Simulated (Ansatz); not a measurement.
# TiC/GaN/W: conductance against the thickness of the layer, part 4 of 7

How fast does the current through TiC/GaN/W fall with each added layer? The lower electrode is TiC rock salt(001), the upper one W bcc(001); the barrier is GaN zinc blende(001) (Ga and Ga faces). In the first transport cell, after relaxation, the nearest pair of electrode and barrier is C–Ga at 1.98 Å, along the normal, at the lower face and W–Ga at 2.76 Å, at a slant, at the upper one. All share a net of side 3.217 Å, which strains the lower electrode by +5.1 %, the upper one by +1.5 % and the barrier by +0.0 %, against typed lattice constants near PBE's. The first steps treat the bulk electrodes alone.

Ansatz 0.2.0; PBE DFT, plane waves, PAW files (the session's first sound run).

So far, transmission at the Fermi level (a spin, zone mean): step 5 (the open system: T(E)) 9.4e-4. Also channels of the lower lead: step 5 0.42.

The structure was built from a prototype and need not be the compound's stable phase.

## 6. Conductance on a fine mesh, atomic planes in the barrier 5, gap between the electrodes 8.93 Å

Level of this step: PBE DFT, plane waves, PAW files; ballistic transmission by layer matching between semi-infinite leads (Ansatz).

System of this step: TiC/GaN/W. The cell holds 40 atoms: 12 C, 12 Ti, 3 Ga, 2 N and 11 W. Cell: a = 3.217 Å, b = 3.217 Å, c = 61.829 Å, α = 90.0°, β = 90.0°, γ = 90.0°. Regions: left electrode, 24 atoms (12 C and 12 Ti); barrier, 5 atoms (3 Ga and 2 N); right electrode, 11 atoms (11 W). Vacuum lies along c.

The conductance needs T(E) within ten thermal energies of the Fermi level, on steps under 1.5 kT, and a finer mesh (26×26), since the current can rest on few wavevectors.

Input file input.yaml:

```yaml
crystal:
  lattice:
    - [3.217, 0.0, 0.0]
    - [0.0, 3.217, 0.0]
    - [0.0, 0.0, 61.828626666]
  atoms:
    - { symbol: C, position: [0.65423113, 0.35493914, 0.113216165] }
    - { symbol: Ti, position: [0.15423113, 0.85493914, 0.113216165] }
    - { symbol: C, position: [0.15423113, 0.85493914, 0.147525161] }
    - { symbol: Ti, position: [0.65423113, 0.35493914, 0.147525161] }
    - { symbol: C, position: [0.65423113, 0.35493914, 0.1818341569] }
    - { symbol: Ti, position: [0.15423113, 0.85493914, 0.1818341569] }
    - { symbol: C, position: [0.15423113, 0.85493914, 0.2161431529] }
    - { symbol: Ti, position: [0.65423113, 0.35493914, 0.2161431529] }
    - { symbol: C, position: [0.65423113, 0.35493914, 0.2504521489] }
    - { symbol: Ti, position: [0.15423113, 0.85493914, 0.2504521489] }
    - { symbol: C, position: [0.15423113, 0.85493914, 0.2847611448] }
    - { symbol: Ti, position: [0.65423113, 0.35493914, 0.2847611448] }
    - { symbol: C, position: [0.65423113, 0.35493914, 0.3190701408] }
    - { symbol: Ti, position: [0.15423113, 0.85493914, 0.3190701408] }
    - { symbol: C, position: [0.15423113, 0.85493914, 0.3533791368] }
    - { symbol: Ti, position: [0.65423113, 0.35493914, 0.3533791368] }
    - { symbol: C, position: [0.65423113, 0.35493914, 0.3876881327] }
    - { symbol: Ti, position: [0.15423113, 0.85493914, 0.3876881327] }
    - { symbol: C, position: [0.15423113, 0.85493914, 0.4219971287] }
    - { symbol: Ti, position: [0.65423113, 0.35493914, 0.4219971287] }
    - { symbol: C, position: [0.65423113, 0.35493914, 0.4563061246] }
    - { symbol: Ti, position: [0.15423113, 0.85493914, 0.4563061246] }
    - { symbol: C, position: [0.15432048, 0.85488857, 0.4912737394] }
    - { symbol: Ti, position: [0.65428284, 0.35492539, 0.4887954741] }
    - { symbol: Ga, position: [0.15477774, 0.85479523, 0.523271023] }
    - { symbol: "N", position: [0.65480999, 0.85473802, 0.5417857435] }
    - { symbol: Ga, position: [0.65488936, 0.35476964, 0.5607772501] }
    - { symbol: "N", position: [0.15512169, 0.35487515, 0.5785409976] }
    - { symbol: Ga, position: [0.1551555, 0.85770762, 0.5981755636] }
    - { symbol: W, position: [0.65525611, 0.81125052, 0.63439626] }
    - { symbol: W, position: [0.15534949, 0.30121366, 0.6567552655] }
    - { symbol: W, position: [0.65534949, 0.80121366, 0.6823139955] }
    - { symbol: W, position: [0.15534949, 0.30121366, 0.7078727254] }
    - { symbol: W, position: [0.65534949, 0.80121366, 0.7334314553] }
    - { symbol: W, position: [0.15534949, 0.30121366, 0.7589901853] }
    - { symbol: W, position: [0.65534949, 0.80121366, 0.7845489152] }
    - { symbol: W, position: [0.15534949, 0.30121366, 0.8101076452] }
    - { symbol: W, position: [0.65534949, 0.80121366, 0.8356663751] }
    - { symbol: W, position: [0.15534949, 0.30121366, 0.861225105] }
    - { symbol: W, position: [0.65534949, 0.80121366, 0.886783835] }
kpoints:
  mp_grid: { grid: [8, 8, 1] }
scf:
  occupations: { method: fermi_dirac, width: 0.1 }
  max_iter: 150
hamiltonian:
  xc: pbe
output:
  transmission:
    kmesh: [26, 26]
    e_range: [-0.26, 0.27]
    de: 0.0375
    leads: [[10, 12], [34, 35]]
```

On the command line:

```bash
> ansatz run input.yaml --threads 8 --pin off --max-ram 24576MiB --backend cpu --events-out ev --progress --plain --runs-dir out
```

Numbers of over 12 decimals in the logs are rounded to 6 here.

Log:

```text
[...]
Crystal: 40 atoms, lattice volume = 639.870 Å³
Basis set: ecut = 420 eV, 12487 PW (Γ)
Bands: 238, of which v1, the nominal top of the filled ones, is band 198 counted from 1 (197 counted from 0)
Symmetry: 1 space group operations
[...]
k-points: 34 of 64 (time reversal used)
[...]
SCF iter   1: F=—  HF=-159370.950230 eV  |F-HF|=—  |Δ(HF+E_count)|=         —  Δρ=7.25e-3  dr2=4.43e1  ethr=1.77e-3  ⟨swp⟩=7.8  Hψ=35353  notcnv=0
[...]
SCF iter  12: F=-159370.802790 eV  HF=-159370.802790 eV  |F-HF|=7.22e-9  |Δ(HF+E_count)|=   2.07e-9  Δρ=6.59e-7  dr2=9.03e-9  ethr=2.53e-11  ⟨swp⟩=9.4  Hψ=20947  notcnv=0
SCF 1 converged in 12 iterations: F = -159370.802790 eV  dr2 = 9.03e-9
[...]
transmission: 1598 of 15980 steps passed
transmission: 3196 of 15980 steps passed
[...]
transmission: 15980 of 15980 steps passed
SCF converged after 12 iterations
Free energy (F): -159370.802790 eV
[...]
Internal energy: -159370.346145 eV  (E = F + TS)
E sigma→0 (E₀):  -159370.574467 eV
Entropy (-TS):   -0.456646 eV (-11.416 meV/atom)
Fermi energy:    11.879502 eV
[...]
--- Band table (eV; the first three rows and the last of 34) ---
  k-point 0: bands = [... 194 lower, 11.6112, 11.6481, 11.6707, 11.6739, 11.7365, 11.7752, 11.7884, 11.8509, ... 36 higher]
  k-point 1: bands = [... 194 lower, 11.7815, 11.8006, 11.8227, 11.8231, 11.9000, 11.9698, 12.0286, 12.0476, ... 36 higher]
  k-point 2: bands = [... 194 lower, 11.5740, 11.6508, 11.8183, 11.8228, 12.2485, 12.3127, 12.4739, 12.5923, ... 36 higher]
  k-point 33: bands = [... 194 lower, 11.6878, 11.9896, 12.1487, 12.1672, 12.2433, 12.2678, 12.4993, 12.8346, ... 36 higher]
--- Transmission ---
  basis      : 89 plane waves across, 47 finite elements along
  points     : 340, standing for a mesh of 26 x 26
  filling    : by the input's occupations and mesh, since the crystals that have channels conduct as metals do. If one of these is a semiconductor, that mesh has misplaced its level
[...]
filled         : 15.0 meV under the level at which it is neutral
    channels       : 3.579882e-1 a spin
    conductance    : 2.7456e14 S/m² at 300 K; may be off by some 0.0 % by where its bands' edges are placed, 13.0 % from the k-mesh, 0.8 % from the distance to neutral
    slowest decay  : 0.0048 /Å at (-0.1923, 0.2308)
[...]
filled         : 33.8 meV under the level at which it is neutral
    channels       : 1.245562e0 a spin
[...]
slowest decay  : 0.0215 /Å at (0.1538, 0.3077)
  junction   : crystal 0 to crystal 1, 17.97 to 46.84 Å
    transmission   : 3.954398e-3 a spin
    conductance    : 3.2270e12 S/m² at 300 K (4.0473e12 on every other point, 3.4833e12 on every other energy)
    error estimate : 7.9 % from the energy spacing and 2.0 % from band edges of the leads and from resonances (wavevectors taken as independent; lower de), 32.6 % from the k-mesh, 32.3 % from the steps of its leads' Hamiltonians or their offsets (lay more layers), 11.3 % from the distance to neutral
    resistance     : 3.0753e-1 Ω µm² beyond half of each lead's own
```

The job ended after 9.2 min (8 threads of Arm Neoverse V1, shared host; peak memory 7.7 GiB; 56 min of CPU time).

This step gave:

* free energy: -159370.8028 eV
* Fermi energy: 11.88 eV
* transmission at the Fermi level (a spin, zone mean): 0.003954
* channels of the lower lead: 0.3580
* channels of the upper lead: 1.246
* potential step in the lower lead: 6.4 meV
* ballistic conductance of the lower lead: 2.75e14 S/m²
* potential step in the upper lead: 25.3 meV
* ballistic conductance of the upper lead: 9.29e14 S/m²
* junction conductance: 3.23e12 S/m²
* error estimates by source, in the log's order: 7.9, 2, 32.6, 32.3, 11.3 %
* resistance-area product beyond the leads: 0.3075 Ω um²

One spin. The transmission, zone mean by energy, zero at the Fermi level:

| energy (eV) | transmission, zone mean |
| --- | --- |
| -0.260 | 0.00379 |
| -0.223 | 0.00648 |
| -0.185 | 0.00514 |
| -0.147 | 0.00775 |
| -0.110 | 0.00745 |
| -0.072 | 0.00512 |
| -0.035 | 0.00509 |
| 0.003 | 0.00395 |
| 0.040 | 0.00319 |
| 0.077 | 0.00320 |
| 0.115 | 0.00479 |
| 0.152 | 0.00441 |
| 0.190 | 0.00412 |
| 0.228 | 0.00428 |
| 0.265 | 0.00365 |

One spin. Open channels, zone mean against energy, zero at the Fermi level:

| energy (eV) | lower lead | upper lead |
| --- | --- | --- |
| -0.260 | 0.512 | 1.19 |
| -0.223 | 0.494 | 1.13 |
| -0.185 | 0.453 | 1.14 |
| -0.147 | 0.417 | 1.17 |
| -0.110 | 0.411 | 1.22 |
| -0.072 | 0.376 | 1.23 |
| -0.035 | 0.370 | 1.25 |
| 0.003 | 0.358 | 1.25 |
| 0.040 | 0.340 | 1.25 |
| 0.077 | 0.358 | 1.29 |
| 0.115 | 0.399 | 1.32 |
| 0.152 | 0.429 | 1.36 |
| 0.190 | 0.429 | 1.44 |
| 0.228 | 0.435 | 1.58 |
| 0.265 | 0.447 | 1.61 |

Transmission over k1 and k2. At 0.0025 eV from the Fermi level.

Values, 12 rows by 16 columns, each cell a mean:
```
0.000 0.000 0.000 0.000 0.000 0.000 0.000 0.000 0.000 0.000 0.000 0.000 0.000 0.000 0.000 0.000
0.000 0.000 0.000 0.000 0.000 0.000 0.000 0.000 0.000 0.000 0.000 0.000 0.000 0.000 0.000 0.000
0.000 0.000 0.000 0.001 0.000 0.000 0.000 0.000 0.000 0.000 0.000 0.000 0.001 0.000 0.000 0.000
0.000 0.000 0.000 0.000 0.000 0.002 0.001 0.000 0.000 0.000 0.002 0.001 0.000 0.000 0.000 0.000
0.000 0.000 0.000 0.000 0.000 0.015 0.017 0.017 0.013 0.017 0.023 0.002 0.000 0.000 0.000 0.000
0.000 0.000 0.000 0.000 0.000 0.002 0.093 0.081 0.038 0.103 0.051 0.000 0.000 0.000 0.000 0.000
0.000 0.000 0.000 0.000 0.000 0.013 0.049 0.052 0.030 0.059 0.037 0.002 0.000 0.000 0.000 0.000
0.000 0.000 0.000 0.000 0.000 0.005 0.005 0.003 0.003 0.003 0.008 0.001 0.000 0.000 0.000 0.000
0.000 0.000 0.000 0.000 0.000 0.000 0.000 0.000 0.000 0.000 0.000 0.000 0.000 0.000 0.000 0.000
0.000 0.000 0.000 0.001 0.000 0.000 0.000 0.000 0.000 0.000 0.000 0.000 0.001 0.000 0.000 0.000
0.000 0.000 0.000 0.000 0.000 0.000 0.000 0.000 0.000 0.000 0.000 0.000 0.000 0.000 0.000 0.000
0.002 0.001 0.000 0.000 0.000 0.000 0.000 0.000 0.000 0.000 0.000 0.000 0.000 0.000 0.000 0.002
```
Columns: k1 (b1) from -0.5 to 0.462; rows upwards: k2 (b2) from -0.5 to 0.462.

G = 3.2e12 S/m² (1/G = 0.310 Ω µm²). The largest error estimate is 33 %, from the mesh across the current. In the worse lead the potential repeats within 25.3 meV, which the program flags as too much for a lead, so G carries that doubt. By hand, Landauer's formula with T at one energy: G = (e²/h) ΣT / A = 3.874e-5 S × 0.00791 / 10.35 Å² = 3.0e12 S/m², with T summed over both spins. The printed value averages T over the Fermi window and is 1.1 times this.

## 7. Conductance on a fine mesh, atomic planes in the barrier 7, gap between the electrodes 11.2 Å

System of this step: TiC/GaN/W. The cell holds 42 atoms: 12 C, 12 Ti, 4 Ga, 3 N and 11 W. Its edges and angles: a = 3.217 Å, b = 3.217 Å, c = 64.103 Å, α = 90.0°, β = 90.0°, γ = 90.0°. Regions: left electrode, 24 atoms (12 C and 12 Ti); barrier, 7 atoms (4 Ga and 3 N); right electrode, 11 atoms (11 W). Vacuum lies along c.

Barrier layers are added or taken out in the middle, and the relaxed faces stay.

Input file input.yaml:

```yaml
crystal:
  lattice:
    - [3.217, 0.0, 0.0]
    - [0.0, 3.217, 0.0]
    - [0.0, 0.0, 64.102860073]
  atoms:
    - { symbol: C, position: [0.65423113, 0.35493914, 0.1091994958] }
    - { symbol: Ti, position: [0.15423113, 0.85493914, 0.1091994958] }
    - { symbol: C, position: [0.15423113, 0.85493914, 0.1422912814] }
    - { symbol: Ti, position: [0.65423113, 0.35493914, 0.1422912814] }
    - { symbol: C, position: [0.65423113, 0.35493914, 0.175383067] }
    - { symbol: Ti, position: [0.15423113, 0.85493914, 0.175383067] }
    - { symbol: C, position: [0.15423113, 0.85493914, 0.2084748526] }
    - { symbol: Ti, position: [0.65423113, 0.35493914, 0.2084748526] }
    - { symbol: C, position: [0.65423113, 0.35493914, 0.2415666383] }
    - { symbol: Ti, position: [0.15423113, 0.85493914, 0.2415666383] }
    - { symbol: C, position: [0.15423113, 0.85493914, 0.2746584239] }
    - { symbol: Ti, position: [0.65423113, 0.35493914, 0.2746584239] }
    - { symbol: C, position: [0.65423113, 0.35493914, 0.3077502095] }
    - { symbol: Ti, position: [0.15423113, 0.85493914, 0.3077502095] }
    - { symbol: C, position: [0.15423113, 0.85493914, 0.3408419951] }
    - { symbol: Ti, position: [0.65423113, 0.35493914, 0.3408419951] }
    - { symbol: C, position: [0.65423113, 0.35493914, 0.3739337807] }
    - { symbol: Ti, position: [0.15423113, 0.85493914, 0.3739337807] }
    - { symbol: C, position: [0.15423113, 0.85493914, 0.4070255663] }
    - { symbol: Ti, position: [0.65423113, 0.35493914, 0.4070255663] }
    - { symbol: C, position: [0.65423113, 0.35493914, 0.4401173519] }
    - { symbol: Ti, position: [0.15423113, 0.85493914, 0.4401173519] }
    - { symbol: C, position: [0.15432048, 0.85488857, 0.4738443899] }
    - { symbol: Ti, position: [0.65428284, 0.35492539, 0.4714540482] }
    - { symbol: Ga, position: [0.15477774, 0.85479523, 0.5047064778] }
    - { symbol: "N", position: [0.65480999, 0.85473802, 0.5225643353] }
    - { symbol: Ga, position: [0.65488936, 0.35476964, 0.5408820636] }
    - { symbol: "N", position: [0.15501409, 0.35445645, 0.5580454474] }
    - { symbol: Ga, position: [0.15510939, 0.85455499, 0.5763860837] }
    - { symbol: "N", position: [0.65512169, 0.85487515, 0.5934934684] }
    - { symbol: Ga, position: [0.6551555, 0.35770762, 0.6124314417] }
    - { symbol: W, position: [0.15525611, 0.31125052, 0.6473671046] }
    - { symbol: W, position: [0.65534949, 0.80121366, 0.6689328601] }
    - { symbol: W, position: [0.15534949, 0.30121366, 0.6935848206] }
    - { symbol: W, position: [0.65534949, 0.80121366, 0.718236781] }
    - { symbol: W, position: [0.15534949, 0.30121366, 0.7428887415] }
    - { symbol: W, position: [0.65534949, 0.80121366, 0.7675407019] }
    - { symbol: W, position: [0.15534949, 0.30121366, 0.7921926624] }
    - { symbol: W, position: [0.65534949, 0.80121366, 0.8168446228] }
    - { symbol: W, position: [0.15534949, 0.30121366, 0.8414965833] }
    - { symbol: W, position: [0.65534949, 0.80121366, 0.8661485437] }
    - { symbol: W, position: [0.15534949, 0.30121366, 0.8908005042] }
kpoints:
  mp_grid: { grid: [8, 8, 1] }
scf:
  occupations: { method: fermi_dirac, width: 0.1 }
  max_iter: 150
hamiltonian:
  xc: pbe
output:
  transmission:
    kmesh: [26, 26]
    e_range: [-0.26, 0.27]
    de: 0.0375
    leads: [[10, 12], [36, 37]]
```

Log:

```text
[...]
Crystal: 42 atoms, lattice volume = 663.406 Å³
Basis set: ecut = 420 eV, 12967 PW (Γ)
Bands: 249, of which v1, the nominal top of the filled ones, is band 207 counted from 1 (206 counted from 0)
Symmetry: 1 space group operations
[...]
k-points: 34 of 64 (time reversal used)
[...]
SCF iter   1: F=—  HF=-163538.791141 eV  |F-HF|=—  |Δ(HF+E_count)|=         —  Δρ=6.97e-3  dr2=3.60e1  ethr=1.77e-3  ⟨swp⟩=7.7  Hψ=36360  notcnv=0
[...]
SCF iter  11: F=-163538.661848 eV  HF=-163538.661848 eV  |F-HF|=4.81e-8  |Δ(HF+E_count)|=   4.07e-9  Δρ=1.15e-6  dr2=5.48e-8  ethr=2.42e-11  ⟨swp⟩=8.8  Hψ=22628  notcnv=0
SCF 1 converged in 11 iterations: F = -163538.661848 eV  dr2 = 5.48e-8
[...]
transmission: 1700 of 17000 steps passed
transmission: 3400 of 17000 steps passed
[...]
transmission: 17000 of 17000 steps passed
SCF converged after 11 iterations
Free energy (F): -163538.661848 eV
[...]
Internal energy: -163538.200244 eV  (E = F + TS)
E sigma→0 (E₀):  -163538.431046 eV
Entropy (-TS):   -0.461604 eV (-10.991 meV/atom)
Fermi energy:    11.835562 eV
[...]
--- Band table (eV; the first three rows and the last of 34) ---
  k-point 0: bands = [... 203 lower, 11.5659, 11.6043, 11.6259, 11.6291, 11.6917, 11.7285, 11.7412, 11.8059, ... 38 higher]
  k-point 1: bands = [... 203 lower, 11.7374, 11.7564, 11.7765, 11.7789, 11.8552, 11.9246, 11.9842, 12.0031, ... 38 higher]
  k-point 2: bands = [... 203 lower, 11.5792, 11.6062, 11.6864, 11.7778, 12.2045, 12.2683, 12.4292, 12.5477, ... 38 higher]
  k-point 33: bands = [... 203 lower, 11.6473, 11.9445, 12.0835, 12.1230, 12.2022, 12.2219, 12.4195, 12.7877, ... 38 higher]
--- Transmission ---
  basis      : 89 plane waves across, 50 finite elements along
  points     : 340, standing for a mesh of 26 x 26
[...]
filled         : 14.7 meV under the level at which it is neutral
    channels       : 3.579882e-1 a spin
[...]
slowest decay  : 0.0036 /Å at (-0.1923, 0.2308)
[...]
filled         : 33.5 meV under the level at which it is neutral
    channels       : 1.239645e0 a spin
[...]
slowest decay  : 0.0011 /Å at (0.3462, 0.1154)
  junction   : crystal 0 to crystal 1, 17.97 to 49.11 Å
    transmission   : 1.849116e-3 a spin
[...]
resistance     : 6.5437e-1 Ω µm² beyond half of each lead's own
```

Wall time 9.7 min (8 threads); peak memory 8.2 GiB; 60 min of CPU time.

Numbers from this step:

```
free energy                                         : -163538.6618 eV
Fermi energy                                        : 11.84 eV
transmission at the Fermi level (a spin, zone mean) : 0.001849
channels of the upper lead                          : 1.240
potential step in the upper lead                    : 25.7 meV
junction conductance                                : 1.52e12 S/m²
error estimates by source, in the log's order       : 3.5, 2.4, 23.8, 37.4, 3.6 %
resistance-area product beyond the leads            : 0.6544 Ω um²
```

One spin. Transmission, zone mean against energy, zero at the Fermi level:

| energy (eV) | transmission, zone mean |
| --- | --- |
| -0.260 | 0.00167 |
| -0.223 | 0.00176 |
| -0.185 | 0.00230 |
| -0.147 | 0.00714 |
| -0.110 | 0.00285 |
| -0.072 | 0.00192 |
| -0.035 | 0.00315 |
| 0.003 | 0.00185 |
| 0.040 | 0.00170 |
| 0.077 | 0.00184 |
| 0.115 | 0.00255 |
| 0.152 | 0.00290 |
| 0.190 | 0.00323 |
| 0.228 | 0.00481 |
| 0.265 | 0.00427 |

One spin. Table of open channels, zone mean by energy, zero at the Fermi level:

| energy (eV) | lower lead | upper lead |
| --- | --- | --- |
| -0.260 | 0.512 | 1.19 |
| -0.223 | 0.494 | 1.13 |
| -0.185 | 0.453 | 1.14 |
| -0.147 | 0.417 | 1.17 |
| -0.110 | 0.411 | 1.22 |
| -0.072 | 0.388 | 1.23 |
| -0.035 | 0.370 | 1.25 |
| 0.003 | 0.358 | 1.24 |
| 0.040 | 0.340 | 1.25 |
| 0.077 | 0.358 | 1.29 |
| 0.115 | 0.399 | 1.32 |
| 0.152 | 0.429 | 1.36 |
| 0.190 | 0.429 | 1.44 |
| 0.228 | 0.435 | 1.58 |
| 0.265 | 0.447 | 1.61 |

Transmission over k1 and k2. At 0.0025 eV from the Fermi level.

Values, 12 rows by 16 columns, each cell a mean:
```
0.0002 0.0001 0.0000 0.0000 0.0000 0.0000 0.0000 0.0000 0.0000 0.0000 0.0000 0.0000 0.0000 0.0000 0.0000 0.0002
0.0000 0.0000 0.0000 0.0000 0.0000 0.0000 0.0000 0.0000 0.0000 0.0000 0.0000 0.0000 0.0000 0.0000 0.0000 0.0000
0.0000 0.0000 0.0000 0.0001 0.0001 0.0000 0.0000 0.0000 0.0000 0.0000 0.0000 0.0000 0.0003 0.0000 0.0000 0.0000
0.0000 0.0000 0.0000 0.0000 0.0000 0.0001 0.0002 0.0001 0.0000 0.0002 0.0002 0.0000 0.0000 0.0000 0.0000 0.0000
0.0000 0.0000 0.0000 0.0000 0.0000 0.0013 0.0035 0.0070 0.0066 0.0060 0.0027 0.0002 0.0000 0.0000 0.0000 0.0000
0.0000 0.0000 0.0000 0.0000 0.0000 0.0002 0.0421 0.0542 0.0305 0.0598 0.0197 0.0000 0.0000 0.0000 0.0000 0.0000
0.0000 0.0000 0.0000 0.0000 0.0000 0.0012 0.0173 0.0290 0.0200 0.0290 0.0083 0.0002 0.0000 0.0000 0.0000 0.0000
0.0000 0.0000 0.0000 0.0000 0.0000 0.0004 0.0009 0.0009 0.0009 0.0009 0.0009 0.0001 0.0000 0.0000 0.0000 0.0000
0.0000 0.0000 0.0000 0.0001 0.0000 0.0000 0.0000 0.0000 0.0000 0.0000 0.0000 0.0000 0.0001 0.0000 0.0000 0.0000
0.0000 0.0000 0.0000 0.0001 0.0001 0.0000 0.0000 0.0000 0.0000 0.0000 0.0000 0.0000 0.0002 0.0000 0.0000 0.0000
0.0000 0.0000 0.0000 0.0000 0.0000 0.0000 0.0000 0.0000 0.0000 0.0000 0.0000 0.0000 0.0000 0.0000 0.0000 0.0000
0.0027 0.0016 0.0000 0.0000 0.0000 0.0000 0.0000 0.0000 0.0000 0.0000 0.0000 0.0000 0.0000 0.0000 0.0000 0.0042
```
Columns: k1 (b1) from -0.5 to 0.462; rows upwards: k2 (b2) from -0.5 to 0.462.

G = 1.5e12 S/m² (1/G = 0.657 Ω µm²), 0.47 times the step before of this kind. The largest error estimate is 37 %, from the leads' potential steps. In the worse lead the potential repeats within 25.7 meV, which the program flags as too much for a lead, so G carries that doubt.

[end of part 4 of 7]

[Logs are printed without paths, hosts, clocks, repeated set-up lines and the standing remarks that a program may print on its own settings, such as how far it seeks lower states.]

[Hosts, paths, dates, database ids (printed as entryN), source tags and the programs' standing remarks are cut or masked in the printed files.]
